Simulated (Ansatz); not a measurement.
# Zn in Ansatz: the effect of functional

The system is Zn.

```
Zn
1.0
     2.65208    0.00000    0.00000
    -1.32604    2.29677    0.00000
     0.00000    0.00000    4.93267
Zn
2
Direct
  0.66667 0.33333 0.75000
  0.33333 0.66667 0.25000
```

The cell isn't the ideal one: volume scaled by 0.98.

Alike in all runs:

- Program: Ansatz 0.2.0
- Task: single point
- Potentials or basis: Ansatz PAW
- k mesh: 11 × 11 × 6
- Occupations: fermi-dirac, width 0.05 eV
- Spin: no spin polarisation

| functional | cutoff | pressure (GPa) |
| --- | --- | --- |
| LDA | 420 eV (not typed: the program's choice for these potentials) | ? |
| PBEsol | 420 eV (not typed: the program's choice for these potentials) | -4.3 |
| r2SCAN | 500 eV (not typed: the program's choice for these potentials) | -3.3 |

What does the run with functional LDA give?

Pressure -7.9 GPa.

Caveats: the PAW data sets come from PBE, with cores solved anew for the run's functional, which leaves a small shift of forces and pressure.
